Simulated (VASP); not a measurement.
Given:

```yaml
crystal:
  lattice:
    - [0.00000, 3.12092, 3.12092]
    - [3.12092, 0.00000, 3.12092]
    - [3.12092, 3.12092, 0.00000]
  atoms:
    - { symbol: Al, position: [0.00000, 0.00000, 0.00000] }
    - { symbol: Sb, position: [0.25000, 0.25000, 0.25000] }
```

All values below come from revTPSS meta-GGA, VASP's PBE PAW potentials (set 64) (plane waves; VASP 6.6.1). Run with 520 eV cut-off, 7×7×7 Γ-centred mesh, Gaussian smearing of 0.050 eV, potentials Al Sb.

Q: Give the stress tensor in GPa (positive for a compressed cell).

A: 
```
-1.48   0.00   0.00
 0.00  -1.48   0.00
 0.00   0.00  -1.48
```
The pressure is its mean diagonal, -1.48 GPa.

The compound is AlSb in the zinc blende structure. This cell is one point of a volume scan, at 1.03 of the reference volume.
